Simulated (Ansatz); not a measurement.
GeO2 (rutile, P4_2/mnm), PBEsol (plane waves, PAW; program Ansatz). The conduction-band minimum lies at Γ, with 1 equivalent valley. Second derivatives d²E/dk² of the lowest band at one valley (eV·Å²), along Cartesian directions:

```json
[
 {"direction": "[100]", "d²E/dk²": "31.14"},
 {"direction": "[010]", "d²E/dk²": "31.14"},
 {"direction": "[001]", "d²E/dk²": "37.32"},
 {"direction": "[110]", "d²E/dk²": "31.14"},
 {"direction": "[101]", "d²E/dk²": "34.23"},
 {"direction": "[011]", "d²E/dk²": "34.23"}
]
```

Find the principal effective masses, the density-of-states mass and the conductivity mass.

Off-diagonal terms follow from H_xy = H[110] − (H_xx + H_yy)/2, and m*/mₑ = 7.620 eV·Å² over each eigenvalue: 0.20, 0.24, 0.24. One valley's DOS mass (m₁m₂m₃)^(1/3) = 0.23, conductivity mass 3/(Σ 1/mᵢ) = 0.23 mₑ.

What effective density of states Nc follows at 300 K for parabolic valleys?

Nc = 2.509e19 × 1 × (0.23)^(3/2) ≈ 2.8e18 cm⁻³.

With the computed static dielectric constant 14.1 (mean of the diagonal), estimate a hydrogenic donor's binding energy and radius.

E = 13.606 eV × 0.23/14.1² ≈ 16 meV; a = 0.529 Å × ε/m* ≈ 32 Å. Semilocal masses tend to be too small when the gap is underestimated.

The cell was relaxed with PBEsol under the symmetry of its start. Spin–orbit coupling is left out wherever it is not named.

Potentials: the earlier of the program's two PAW sets. The files were generated under PBE; for other functionals the program regenerates the frozen cores, and for LDA and PBEsol the local potential too.
